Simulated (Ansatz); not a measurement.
**KCl: frozen-core PAW against all-electron methods**

```xyz
2
Lattice="0.0000 3.5304 3.5304 3.5304 0.0000 3.5304 3.5304 3.5304 0.0000" Properties=species:S:1:pos:R:3 pbc="T T T"
K     0.0000    0.0000    0.0000
Cl    1.7652    1.7652    1.7652
```

Atom numbers follow the list: K1, Cl2.

The cell was built from the zincblende type and relaxed in the same program, and has space group F-43m; it needn't be a known or the stable phase.

Levels of theory: DFT, PBE, PAW with Ansatz's default frozen-core files, scalar-relativistic (Ansatz 0.2.0); DFT, PBE, all-electron PAW with datasets made for the crystal, scalar-relativistic (Ansatz 0.2.0); DFT, PBE, all-electron LAPW, scalar-relativistic (Ansatz 0.2.0).

For PAW: a Γ-centred 11×11×11 k mesh, Fermi–Dirac smearing of 0.03 eV, cutoff 420 eV, no spin polarisation. The crystal-made all-electron datasets (AE datasets) take a cutoff of 200 eV at this cell. LAPW targets a basis error of 0.25 meV/atom. The Ansatz runs share mesh, smearing and spin set-up. Plane-wave (PAW) pressures include the program's estimate of the Pulay term.

Stress and pressure are positive in compression.

Levels count from the top of the valence band.

```tsv
quantity	PAW	AE datasets	LAPW
pressure (GPa)	0.05	0.05	0.05
band gap (eV)	4.736	4.736	4.735
highest filled level at Γ (eV)	-0.034	-0.034	-0.034
lowest empty level at Γ (eV)	4.736	4.736	4.735
highest filled level at W (eV)	-0.005	-0.005	-0.005
lowest empty level at W (eV)	6.854	6.854	6.854
```

PAW's pressure differs from the LAPW value by about 0.01 GPa or less. Datasets made for the crystal and LAPW share parts of one code, so their agreement isn't an independent check.
